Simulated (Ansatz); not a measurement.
Crystal: AgBr.

```xyz
2
Lattice="0.0000 2.8702 2.8702 2.8702 0.0000 2.8702 2.8702 2.8702 0.0000" Properties=species:S:1:pos:R:3 pbc="T T T"
Ag    0.0000    0.0000    0.0000
Br    2.8702    2.8702    2.8702
```

Base run:

| Quantity | Value |
| --- | --- |
| Program | Ansatz 0.2.0 |
| Functional | PBE |
| Potentials or basis | all-electron LAPW, relativistic spinors |
| Cutoff | 214 eV (chosen from the basis error) |
| Basis error allowed | 0.001 eV/atom |
| k mesh | 6 × 6 × 6 |
| Occupations | fermi-dirac, width 0.05 eV |
| Spin | spin-orbit coupling, no magnetisation |

Its results: band gap on the k mesh 0.59 eV, indirect (least direct gap 2.43 eV); pressure 2.3 GPa.

Task: The run is repeated on the same cell with these changes: functional from PBE to LDA. What comes out?

Result: Band gap on the k mesh 0.29 eV, indirect (least direct gap 2.13 eV); pressure -4.2 GPa.

LDA binds more tightly than PBE, so the same cell stands under less pressure.
